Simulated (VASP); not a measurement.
A run of VASP 6.6.1:

INCAR

```
PREC = Accurate ; ENCUT = 520
EDIFF = 1E-6 ; ISMEAR = 0
SIGMA = 0.05 ; LREAL = False
LASPH = True ; NELM = 60
ALGO = Normal ; ISIF = 2
LWAVE = False ; LCHARG = True
METAGGA = R2SCAN ; LMIXTAU = True
LELF = True ; LVHAR = True
NBANDS = 17
```

The input KPOINTS:

```
regular mesh
0
Gamma
  6 6 6
```

Contents of POSCAR:

```
TlBr
1.0
    4.0489391871      0.0000000000      0.0000000000
    0.0000000000      4.0489391871      0.0000000000
    0.0000000000      0.0000000000      4.0489391871
Tl Br
1 1
Direct
    0.0000000000      0.0000000000      0.0000000000
    0.5000000000      0.5000000000      0.5000000000
```

Potentials or basis: VASP PAW PBE potentials, release 64 (Tl_d, Br).

The run is started by

```console
$ cat potpaw_PBE.64/Tl_d/POTCAR potpaw_PBE.64/Br/POTCAR > POTCAR
$ mpirun -np 1 vasp_std > vasp.out
```

Hardware: 1 thread of Intel(R) Xeon(R) 6975P-C (Granite Rapids), with other jobs on the host.

Task: How long does it take, and how much memory?

Result: Run time: 50 s on 1 thread of Intel(R) Xeon(R) 6975P-C (Granite Rapids), on a shared host, peak memory 0.18 GiB. Counts: scf iterations 18, k points 20.
